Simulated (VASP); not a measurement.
Crystal: Au.

```
Au
1.0
     0.00000    2.03500    2.03500
     2.03500    0.00000    2.03500
     2.03500    2.03500    0.00000
Au
1
Cartesian
  0.0000 0.0000 0.0000
```

```yaml
Program: VASP 6.6.1
Task: relaxation of cell and atoms
Functional: revPBE
Dispersion: D3
Potentials_or_basis: VASP PAW PBE potentials, release 64 (Au)
Cutoff: 600 eV
k_mesh: 11 × 11 × 11
Occupations: fermi-dirac, width 0.05 eV
Spin: no spin polarisation
```

At the start: pressure 4.6 GPa; volume 16.85 Å³/atom.

Task: How do energy, volume and symmetry change on relaxing?

Result: Over 4 steps the energy falls by 7.4 meV/atom and the volume is 17.40 Å³/atom (+3.2 %); space group Fm-3m (No. 225, to 0.05 Å).

The path:
| step | energy change (eV) | largest force (eV/Å) | pressure (GPa) | volume (Å³) |
| --- | --- | --- | --- | --- |
| 1 | 0.0000 | 0.0000 | 4.55 | 16.85 |
| 2 | 0.0010 | 0.0000 | -4.05 | 18.05 |
| 3 | -0.0074 | 0.0000 | -0.11 | 17.41 |
| 4 | -0.0074 | 0.0000 | 0.03 | 17.40 |

Final structure:
```
Au
1.0
     0.00000    2.05664    2.05664
     2.05664    0.00000    2.05664
     2.05664    2.05664    0.00000
Au
1
Direct
  0.00000 0.00000 0.00000
```

Caveat: the PAW data sets were made with another functional, which shifts forces and pressure a little; pairwise dispersion overbinds metals, which lowers pressure and volume.
